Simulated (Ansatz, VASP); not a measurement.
## SiGe7: VASP beside Ansatz

Aim: how closely do two programs agree when they are given the same cell, functional and k mesh? The cell is generated by rule, not measured, and may not be a known phase. The cell is taken from a series of runs on this material, whose earlier steps may have relaxed, scaled, displaced or heated it; both programs get it as it stands.

Main program and level: Ansatz 0.2.0; plane waves, with VASP 6.6.1 beside it; relaxation of cell and atoms at LDA.

## (1) The starting structure

The structure is cubic, space group P-43m (No. 215). The conventional cell has a = 5.589 Å, b = 5.589 Å, c = 5.589 Å, α = 90.00°, β = 90.00°, γ = 90.00°. Si has 4 Ge at 2.39 Å nearest. Ge has 1 Si at 2.39 Å and 3 Ge at 2.43 Å nearest. Nearest to Ge lie 4 Ge at 2.43 Å. Farther neighbours are not listed.

## (2) VASP: relaxation of cell and atoms, LDA, pair 1

The relaxed volume is the usual yardstick between codes: in a stiff, nearly cubic crystal its relative difference is about their pressure difference at one cell divided by the bulk modulus.

Lines of VASP's logs that name or quote its potential files are left out, and so is its time.

Contents of INCAR:

```
SYSTEM = SiGe7
PREC = Accurate
ENCUT = 500
EDIFF = 1E-07
NELM = 120
ISMEAR = 0
SIGMA = 0.01
LREAL = .FALSE.
ALGO = Normal
GGA = CA
NBANDS = 63
LORBIT = 11
LWAVE = .FALSE.
LCHARG = .FALSE.
ISIF = 3
ISYM = 2
IBRION = 2
NSW = 80
EDIFFG = -0.005
LASPH = .TRUE.
GGA_COMPAT = .FALSE.
NELMIN = 4
EFERMI = MIDGAP
KPAR = 2
```

Contents of POSCAR:

```
SiGe7
1.0
    5.5886070000      0.0000000000      0.0000000000
    0.0000000000      5.5886070000      0.0000000000
    0.0000000000      0.0000000000      5.5886070000
Si Ge
1 7
Direct
    0.2500000447      0.7500001342      0.7500001342
    0.0027896039      0.9972103961      0.9972103961
    0.4972104855      0.5027896934      0.9972103961
    0.4972104855      0.9972103961      0.5027896934
    0.0027896039      0.5027896934      0.5027896934
    0.2500000447      0.2500000447      0.2500000447
    0.7500001342      0.7500001342      0.2500000447
    0.7500001342      0.2500000447      0.7500001342
```

Contents of KPOINTS:

```
Points of the shifted mesh
216
Reciprocal
 0.0833333333  0.0833333333  0.0833333333 1
 0.0833333333  0.0833333333  0.2500000000 1
 0.0833333333  0.0833333333  0.4166666667 1
 0.0833333333  0.0833333333  0.5833333333 1
 0.0833333333  0.0833333333  0.7500000000 1
 0.0833333333  0.0833333333  0.9166666667 1
 0.0833333333  0.2500000000  0.0833333333 1
 0.0833333333  0.2500000000  0.2500000000 1
 0.0833333333  0.2500000000  0.4166666667 1
 0.0833333333  0.2500000000  0.5833333333 1
 0.0833333333  0.2500000000  0.7500000000 1
 0.0833333333  0.2500000000  0.9166666667 1
 0.0833333333  0.4166666667  0.0833333333 1
 0.0833333333  0.4166666667  0.2500000000 1
 0.0833333333  0.4166666667  0.4166666667 1
 0.0833333333  0.4166666667  0.5833333333 1
 0.0833333333  0.4166666667  0.7500000000 1
 0.0833333333  0.4166666667  0.9166666667 1
 0.0833333333  0.5833333333  0.0833333333 1
 0.0833333333  0.5833333333  0.2500000000 1
 0.0833333333  0.5833333333  0.4166666667 1
 0.0833333333  0.5833333333  0.5833333333 1
 0.0833333333  0.5833333333  0.7500000000 1
 0.0833333333  0.5833333333  0.9166666667 1
 0.0833333333  0.7500000000  0.0833333333 1
 0.0833333333  0.7500000000  0.2500000000 1
 0.0833333333  0.7500000000  0.4166666667 1
 0.0833333333  0.7500000000  0.5833333333 1
 0.0833333333  0.7500000000  0.7500000000 1
 0.0833333333  0.7500000000  0.9166666667 1
 0.0833333333  0.9166666667  0.0833333333 1
 0.0833333333  0.9166666667  0.2500000000 1
 0.0833333333  0.9166666667  0.4166666667 1
 0.0833333333  0.9166666667  0.5833333333 1
 0.0833333333  0.9166666667  0.7500000000 1
 0.0833333333  0.9166666667  0.9166666667 1
 0.2500000000  0.0833333333  0.0833333333 1
 0.2500000000  0.0833333333  0.2500000000 1
 0.2500000000  0.0833333333  0.4166666667 1
 0.2500000000  0.0833333333  0.5833333333 1
 0.2500000000  0.0833333333  0.7500000000 1
 0.2500000000  0.0833333333  0.9166666667 1
 0.2500000000  0.2500000000  0.0833333333 1
 0.2500000000  0.2500000000  0.2500000000 1
 0.2500000000  0.2500000000  0.4166666667 1
 0.2500000000  0.2500000000  0.5833333333 1
 0.2500000000  0.2500000000  0.7500000000 1
 0.2500000000  0.2500000000  0.9166666667 1
 0.2500000000  0.4166666667  0.0833333333 1
 0.2500000000  0.4166666667  0.2500000000 1
 0.2500000000  0.4166666667  0.4166666667 1
 0.2500000000  0.4166666667  0.5833333333 1
 0.2500000000  0.4166666667  0.7500000000 1
 0.2500000000  0.4166666667  0.9166666667 1
 0.2500000000  0.5833333333  0.0833333333 1
 0.2500000000  0.5833333333  0.2500000000 1
 0.2500000000  0.5833333333  0.4166666667 1
 0.2500000000  0.5833333333  0.5833333333 1
 0.2500000000  0.5833333333  0.7500000000 1
 0.2500000000  0.5833333333  0.9166666667 1
 0.2500000000  0.7500000000  0.0833333333 1
 0.2500000000  0.7500000000  0.2500000000 1
 0.2500000000  0.7500000000  0.4166666667 1
 0.2500000000  0.7500000000  0.5833333333 1
 0.2500000000  0.7500000000  0.7500000000 1
 0.2500000000  0.7500000000  0.9166666667 1
 0.2500000000  0.9166666667  0.0833333333 1
 0.2500000000  0.9166666667  0.2500000000 1
 0.2500000000  0.9166666667  0.4166666667 1
 0.2500000000  0.9166666667  0.5833333333 1
 0.2500000000  0.9166666667  0.7500000000 1
 0.2500000000  0.9166666667  0.9166666667 1
 0.4166666667  0.0833333333  0.0833333333 1
 0.4166666667  0.0833333333  0.2500000000 1
 0.4166666667  0.0833333333  0.4166666667 1
 0.4166666667  0.0833333333  0.5833333333 1
 0.4166666667  0.0833333333  0.7500000000 1
 0.4166666667  0.0833333333  0.9166666667 1
 0.4166666667  0.2500000000  0.0833333333 1
 0.4166666667  0.2500000000  0.2500000000 1
 0.4166666667  0.2500000000  0.4166666667 1
 0.4166666667  0.2500000000  0.5833333333 1
 0.4166666667  0.2500000000  0.7500000000 1
 0.4166666667  0.2500000000  0.9166666667 1
 0.4166666667  0.4166666667  0.0833333333 1
 0.4166666667  0.4166666667  0.2500000000 1
 0.4166666667  0.4166666667  0.4166666667 1
 0.4166666667  0.4166666667  0.5833333333 1
 0.4166666667  0.4166666667  0.7500000000 1
 0.4166666667  0.4166666667  0.9166666667 1
 0.4166666667  0.5833333333  0.0833333333 1
 0.4166666667  0.5833333333  0.2500000000 1
 0.4166666667  0.5833333333  0.4166666667 1
 0.4166666667  0.5833333333  0.5833333333 1
 0.4166666667  0.5833333333  0.7500000000 1
 0.4166666667  0.5833333333  0.9166666667 1
 0.4166666667  0.7500000000  0.0833333333 1
 0.4166666667  0.7500000000  0.2500000000 1
 0.4166666667  0.7500000000  0.4166666667 1
 0.4166666667  0.7500000000  0.5833333333 1
 0.4166666667  0.7500000000  0.7500000000 1
 0.4166666667  0.7500000000  0.9166666667 1
 0.4166666667  0.9166666667  0.0833333333 1
 0.4166666667  0.9166666667  0.2500000000 1
 0.4166666667  0.9166666667  0.4166666667 1
 0.4166666667  0.9166666667  0.5833333333 1
 0.4166666667  0.9166666667  0.7500000000 1
 0.4166666667  0.9166666667  0.9166666667 1
 0.5833333333  0.0833333333  0.0833333333 1
 0.5833333333  0.0833333333  0.2500000000 1
 0.5833333333  0.0833333333  0.4166666667 1
 0.5833333333  0.0833333333  0.5833333333 1
 0.5833333333  0.0833333333  0.7500000000 1
 0.5833333333  0.0833333333  0.9166666667 1
 0.5833333333  0.2500000000  0.0833333333 1
 0.5833333333  0.2500000000  0.2500000000 1
 0.5833333333  0.2500000000  0.4166666667 1
 0.5833333333  0.2500000000  0.5833333333 1
 0.5833333333  0.2500000000  0.7500000000 1
 0.5833333333  0.2500000000  0.9166666667 1
 0.5833333333  0.4166666667  0.0833333333 1
 0.5833333333  0.4166666667  0.2500000000 1
 0.5833333333  0.4166666667  0.4166666667 1
 0.5833333333  0.4166666667  0.5833333333 1
 0.5833333333  0.4166666667  0.7500000000 1
 0.5833333333  0.4166666667  0.9166666667 1
 0.5833333333  0.5833333333  0.0833333333 1
 0.5833333333  0.5833333333  0.2500000000 1
 0.5833333333  0.5833333333  0.4166666667 1
 0.5833333333  0.5833333333  0.5833333333 1
 0.5833333333  0.5833333333  0.7500000000 1
 0.5833333333  0.5833333333  0.9166666667 1
 0.5833333333  0.7500000000  0.0833333333 1
 0.5833333333  0.7500000000  0.2500000000 1
 0.5833333333  0.7500000000  0.4166666667 1
 0.5833333333  0.7500000000  0.5833333333 1
 0.5833333333  0.7500000000  0.7500000000 1
 0.5833333333  0.7500000000  0.9166666667 1
 0.5833333333  0.9166666667  0.0833333333 1
 0.5833333333  0.9166666667  0.2500000000 1
 0.5833333333  0.9166666667  0.4166666667 1
 0.5833333333  0.9166666667  0.5833333333 1
 0.5833333333  0.9166666667  0.7500000000 1
 0.5833333333  0.9166666667  0.9166666667 1
 0.7500000000  0.0833333333  0.0833333333 1
 0.7500000000  0.0833333333  0.2500000000 1
 0.7500000000  0.0833333333  0.4166666667 1
 0.7500000000  0.0833333333  0.5833333333 1
 0.7500000000  0.0833333333  0.7500000000 1
 0.7500000000  0.0833333333  0.9166666667 1
 0.7500000000  0.2500000000  0.0833333333 1
 0.7500000000  0.2500000000  0.2500000000 1
 0.7500000000  0.2500000000  0.4166666667 1
 0.7500000000  0.2500000000  0.5833333333 1
 0.7500000000  0.2500000000  0.7500000000 1
 0.7500000000  0.2500000000  0.9166666667 1
 0.7500000000  0.4166666667  0.0833333333 1
 0.7500000000  0.4166666667  0.2500000000 1
 0.7500000000  0.4166666667  0.4166666667 1
 0.7500000000  0.4166666667  0.5833333333 1
 0.7500000000  0.4166666667  0.7500000000 1
 0.7500000000  0.4166666667  0.9166666667 1
 0.7500000000  0.5833333333  0.0833333333 1
 0.7500000000  0.5833333333  0.2500000000 1
 0.7500000000  0.5833333333  0.4166666667 1
 0.7500000000  0.5833333333  0.5833333333 1
 0.7500000000  0.5833333333  0.7500000000 1
 0.7500000000  0.5833333333  0.9166666667 1
 0.7500000000  0.7500000000  0.0833333333 1
 0.7500000000  0.7500000000  0.2500000000 1
 0.7500000000  0.7500000000  0.4166666667 1
 0.7500000000  0.7500000000  0.5833333333 1
 0.7500000000  0.7500000000  0.7500000000 1
 0.7500000000  0.7500000000  0.9166666667 1
 0.7500000000  0.9166666667  0.0833333333 1
 0.7500000000  0.9166666667  0.2500000000 1
 0.7500000000  0.9166666667  0.4166666667 1
 0.7500000000  0.9166666667  0.5833333333 1
 0.7500000000  0.9166666667  0.7500000000 1
 0.7500000000  0.9166666667  0.9166666667 1
 0.9166666667  0.0833333333  0.0833333333 1
 0.9166666667  0.0833333333  0.2500000000 1
 0.9166666667  0.0833333333  0.4166666667 1
 0.9166666667  0.0833333333  0.5833333333 1
 0.9166666667  0.0833333333  0.7500000000 1
 0.9166666667  0.0833333333  0.9166666667 1
 0.9166666667  0.2500000000  0.0833333333 1
 0.9166666667  0.2500000000  0.2500000000 1
 0.9166666667  0.2500000000  0.4166666667 1
 0.9166666667  0.2500000000  0.5833333333 1
 0.9166666667  0.2500000000  0.7500000000 1
 0.9166666667  0.2500000000  0.9166666667 1
 0.9166666667  0.4166666667  0.0833333333 1
 0.9166666667  0.4166666667  0.2500000000 1
 0.9166666667  0.4166666667  0.4166666667 1
 0.9166666667  0.4166666667  0.5833333333 1
 0.9166666667  0.4166666667  0.7500000000 1
 0.9166666667  0.4166666667  0.9166666667 1
 0.9166666667  0.5833333333  0.0833333333 1
 0.9166666667  0.5833333333  0.2500000000 1
 0.9166666667  0.5833333333  0.4166666667 1
 0.9166666667  0.5833333333  0.5833333333 1
 0.9166666667  0.5833333333  0.7500000000 1
 0.9166666667  0.5833333333  0.9166666667 1
 0.9166666667  0.7500000000  0.0833333333 1
 0.9166666667  0.7500000000  0.2500000000 1
 0.9166666667  0.7500000000  0.4166666667 1
 0.9166666667  0.7500000000  0.5833333333 1
 0.9166666667  0.7500000000  0.7500000000 1
 0.9166666667  0.7500000000  0.9166666667 1
 0.9166666667  0.9166666667  0.0833333333 1
 0.9166666667  0.9166666667  0.2500000000 1
 0.9166666667  0.9166666667  0.4166666667 1
 0.9166666667  0.9166666667  0.5833333333 1
 0.9166666667  0.9166666667  0.7500000000 1
 0.9166666667  0.9166666667  0.9166666667 1
```

Potentials, in the order of the species: Si and Ge_d (LDA family, release 64).

Run with:

```sh
> mpirun -np 2 vasp_std
```

Numbers of over 12 decimals in the logs are rounded to 6 here.

Output:

```text
[banner, memory and clock lines left out]
running    2 mpi-ranks, on    1 nodes
 distrk:  each k-point on    1 cores,    2 groups
 distr:  one band on    1 cores,    1 groups

 POSCAR found type information on POSCAR SiGe
 POSCAR found :  2 types and       8 ions
 LDA part: xc-table for (Slater(with rela. corr.)+CA(PZ))
 , standard interpolation
 POSCAR, INCAR and KPOINTS ok, starting setup
 FFT: planning ... GRIDC
 FFT: planning ... GRID_SOFT
 FFT: planning ... GRID
 WAVECAR not read
 entering main loop
       N       E                     dE             d eps       ncg     rms          rms(c)
DAV:   1     0.124517894990E+04    0.12452E+04   -0.45621E+04 32910   0.417E+03
DAV:   2     0.205117190100E+03   -0.10401E+04   -0.10030E+04 27216   0.109E+03
DAV:   3    -0.220109233225E+02   -0.22713E+03   -0.22079E+03 28286   0.254E+02
DAV:   4    -0.424515307226E+02   -0.20441E+02   -0.20179E+02 32085   0.836E+01
DAV:   5    -0.430535846211E+02   -0.60205E+00   -0.60092E+00 30964   0.166E+01    0.732E+00
DAV:   6    -0.425447237934E+02    0.50886E+00   -0.34317E-01 36773   0.373E+00    0.414E+00
DAV:   7    -0.422893165909E+02    0.25541E+00   -0.39164E-01 30040   0.426E+00    0.318E-01
DAV:   8    -0.422925128623E+02   -0.31963E-02   -0.41976E-02 31885   0.474E+00    0.230E-01
DAV:   9    -0.422930832162E+02   -0.57035E-03   -0.49420E-03 45991   0.130E+00    0.117E-01
DAV:  10    -0.422931844644E+02   -0.10125E-03   -0.65658E-04 38279   0.371E-01    0.372E-02
DAV:  11    -0.422932428686E+02   -0.58404E-04   -0.42229E-04 31160   0.260E-01    0.148E-02
DAV:  12    -0.422932376898E+02    0.51788E-05   -0.42441E-05 33175   0.336E-01    0.679E-03
DAV:  13    -0.422932389717E+02   -0.12819E-05   -0.87701E-06 40277   0.645E-02    0.347E-03
DAV:  14    -0.422932390778E+02   -0.10618E-06   -0.58566E-06 33045   0.905E-02    0.933E-04
DAV:  15    -0.422932392051E+02   -0.12728E-06   -0.13178E-06 25517   0.248E-02    0.779E-04
DAV:  16    -0.422932392481E+02   -0.42968E-07   -0.70628E-07 24201   0.197E-02
   1 F= -.42293239E+02 E0= -.42293239E+02  d E =-.422932E+02
 curvature:   0.00 expect dE= 0.000E+00 dE for cont linesearch  0.000E+00
 trial: gam= 0.00000 g(F)=  0.182E-04 g(S)=  0.117E-03 ort = 0.000E+00 (trialstep = 0.100E+01)
 search vector abs. value=  0.136E-03
 bond charge predicted
       N       E                     dE             d eps       ncg     rms          rms(c)
DAV:   1    -0.422954948292E+02   -0.22556E-02   -0.35313E-02 37152   0.207E+00    0.284E-01
DAV:   2    -0.422938687409E+02    0.16261E-02   -0.37389E-03 35172   0.618E-01    0.142E-01
DAV:   3    -0.422933229397E+02    0.54580E-03   -0.11238E-03 35616   0.317E-01    0.350E-02
DAV:   4    -0.422932914804E+02    0.31459E-04   -0.14157E-04 32340   0.118E-01    0.181E-02
DAV:   5    -0.422932869565E+02    0.45239E-05   -0.93156E-06 37456   0.695E-02    0.681E-03
DAV:   6    -0.422932869645E+02   -0.79999E-08   -0.19477E-06 32292   0.427E-02    0.201E-03
DAV:   7    -0.422932870947E+02   -0.13019E-06   -0.14390E-06 24768   0.120E-02    0.598E-04
DAV:   8    -0.422932870587E+02    0.35951E-07   -0.13584E-07 15812   0.109E-02
   2 F= -.42293287E+02 E0= -.42293287E+02  d E =-.478106E-04
 trial-energy change:   -0.000048  1 .order   -0.000067   -0.000136    0.000001
 step:   0.9480(harm=  0.9897)  dis= 0.00026  next Energy=   -42.293287 (dE=-0.479E-04)
 reached required accuracy - stopping structural energy minimisation
```

From OUTCAR (step 2):

```text
ion  position               nearest neighbor table
   1  0.250  0.750  0.750-   2 2.39   4 2.39   3 2.39   5 2.39
   2  0.003  0.997  0.997-   1 2.39   7 2.43   8 2.43   6 2.43
   3  0.497  0.503  0.997-   1 2.39   8 2.43   6 2.43   7 2.43
   4  0.497  0.997  0.503-   1 2.39   7 2.43   6 2.43   8 2.43
   5  0.003  0.503  0.503-   1 2.39   7 2.43   8 2.43   6 2.43
   6  0.250  0.250  0.250-   2 2.43   3 2.43   4 2.43   5 2.43
   7  0.750  0.750  0.250-   2 2.43   5 2.43   4 2.43   3 2.43
   8  0.750  0.250  0.750-   2 2.43   5 2.43   3 2.43   4 2.43

  LATTYP: Found a simple cubic cell.
 ALAT       =     5.5886070000

 Subroutine GETGRP returns: Found 24 space group operations
 (whereof  6 operations were pure point group operations)

The static configuration has the point symmetry C_3v.
 The point group associated with its full space group is T_d .

   k-points           NKPTS =    216   k-points in BZ     NKDIM =    216   number of bands    NBANDS=     63

   dimension x,y,z NGX =    42 NGY =   42 NGZ =   42
   dimension x,y,z NGXF=    84 NGYF=   84 NGZF=   84

   ENCUT  =  500.0 eV  36.75 Ry    6.06 a.u.  10.19 10.19 10.19*2*pi/ulx,y,z

   NELECT =     102.0000    total number of electrons

 k-points in reciprocal lattice and weights: Points of the shifted mesh
   0.08333333  0.08333333  0.08333333       0.005
   0.08333333  0.08333333  0.25000000       0.005
   0.08333333  0.08333333  0.41666667       0.005
   0.08333333  0.08333333  0.58333333       0.005
   0.08333333  0.08333333  0.75000000       0.005
   0.08333333  0.08333333  0.91666667       0.005
   0.08333333  0.25000000  0.08333333       0.005
   0.08333333  0.25000000  0.25000000       0.005
   0.08333333  0.25000000  0.41666667       0.005
[...]
0.91666667  0.91666667  0.75000000       0.005
   0.91666667  0.91666667  0.91666667       0.005

 average (electrostatic) potential at core
       1 -86.2948       2 -75.0191       3 -75.0190       4 -75.0190       5 -75.0190
       6 -75.0478       7 -75.0478       8 -75.0478

 E-fermi :   5.1237

 k-point     1 :       0.0833    0.0833    0.0833
  band No.  band energies     occupation
    ...
     47       1.9892      2.00000
     48       2.0377      2.00000
     49       3.6443      2.00000
     50       4.8702      2.00000
     51       4.8702      2.00000
     52       5.6507      0.00000
     53       5.6507      0.00000
     54       5.8142      0.00000
     55       6.2308      0.00000
     56       6.2308      0.00000
    ...

 k-point     2 :       0.0833    0.0833    0.2500
  band No.  band energies     occupation
    ...
     47       1.9228      2.00000
     48       2.2416      2.00000
     49       2.3622      2.00000
     50       4.1631      2.00000
     51       4.2522      2.00000
     52       5.7773      0.00000
     53       6.3807      0.00000
     54       6.4680      0.00000
     55       6.8350      0.00000
     56       7.0279      0.00000
    ...

 k-point     3 :       0.0833    0.0833    0.4167
  band No.  band energies     occupation
    ...
     47       1.5723      2.00000
     48       2.4658      2.00000
     49       2.6977      2.00000
     50       3.2783      2.00000
     51       3.3713      2.00000
     52       6.0663      0.00000
     53       6.6016      0.00000
     54       7.5522      0.00000
     55       7.9028      0.00000
     56       8.0127      0.00000
    ...

  Total       -0.0035944     -0.0035944     -0.0035944     -0.0000000     -0.0000000     -0.0000000
  in kB       -0.0329455     -0.0329455     -0.0329455     -0.0000000     -0.0000000     -0.0000000
  external PRESSURE =      -0.0329455 kB  Pullay stress =       0.0000000 kB

  energy-cutoff  :      500.00
  volume of cell :      174.80
      direct lattice vectors                 reciprocal lattice vectors
     5.591322188 -0.000000000  0.000000000     0.178848574  0.000000000 -0.000000000
     0.000000000  5.591322188  0.000000000     0.000000000  0.178848574 -0.000000000
     0.000000000  0.000000000  5.591322188    -0.000000000 -0.000000000  0.178848574

 POSITION                                       TOTAL-FORCE (eV/Angst)
 -----------------------------------------------------------------------------------
      1.39783      4.19349      4.19349         0.000000     -0.000000     -0.000000
      0.01587      5.57545      5.57545         0.001176     -0.001176     -0.001176
      2.77979      2.81153      5.57545        -0.001176      0.001176     -0.001176
      2.77979      5.57545      2.81153        -0.001176     -0.001176      0.001176
      0.01587      2.81153      2.81153         0.001176      0.001176      0.001176
      1.39783      1.39783      1.39783        -0.000000      0.000000     -0.000000
      4.19349      4.19349      1.39783         0.000000      0.000000     -0.000000
      4.19349      1.39783      4.19349         0.000000      0.000000     -0.000000
 -----------------------------------------------------------------------------------
    total drift:                               -0.001102      0.000847      0.001460

  FREE ENERGIE OF THE ION-ELECTRON SYSTEM (eV)
  ---------------------------------------------------
  free  energy   TOTEN  =       -42.2932870587 eV

  energy  without entropy=      -42.2932870587  energy(sigma->0) =      -42.29328706

 reached required accuracy - stopping structural energy minimisation

 total charge
# of ion       s       p       d       tot
------------------------------------------
    1        0.771   0.895   0.000   1.666
    2        1.134   1.308  10.027  12.469
    3        1.134   1.308  10.027  12.469
    4        1.134   1.308  10.027  12.469
    5        1.134   1.308  10.027  12.469
    6        1.137   1.290  10.027  12.454
    7        1.137   1.290  10.027  12.454
    8        1.137   1.290  10.027  12.454
--------------------------------------------------
tot          8.720   9.994  70.189  88.903

[... 3 further parts left out ...]
```

CONTCAR:

```
SiGe7
   1.00000000000000
     5.5913221878537067   -0.0000000000000000    0.0000000000000000
     0.0000000000000000    5.5913221878537067    0.0000000000000000
     0.0000000000000000    0.0000000000000000    5.5913221878537067
  Si              Ge
     1     7
Direct
     0.2500000447000019    0.7500001342000004    0.7500001342000004
     0.0028380573644814    0.9971619426355186    0.9971619426355186
     0.4971620320355153    0.5028381468644799    0.9971619426355186
     0.4971620320355153    0.9971619426355186    0.5028381468644799
     0.0028380573644814    0.5028381468644799    0.5028381468644799
     0.2500000447000019    0.2500000447000019    0.2500000447000019
     0.7500001342000004    0.7500001342000004    0.2500000447000019
     0.7500001342000004    0.2500000447000019    0.7500001342000004
```

(Part 1 of 3 ends here.)

[Lines on the potential files, build, host, timing and source positions are cut from VASP's logs without a mark.]

[Logs are printed without paths, hosts, clocks, repeated set-up lines and the standing remarks that a program may print on its own settings, such as how far it seeks lower states.]

[Hosts, paths, dates, database ids (printed as entryN), source tags and the programs' standing remarks are cut or masked in the printed files.]
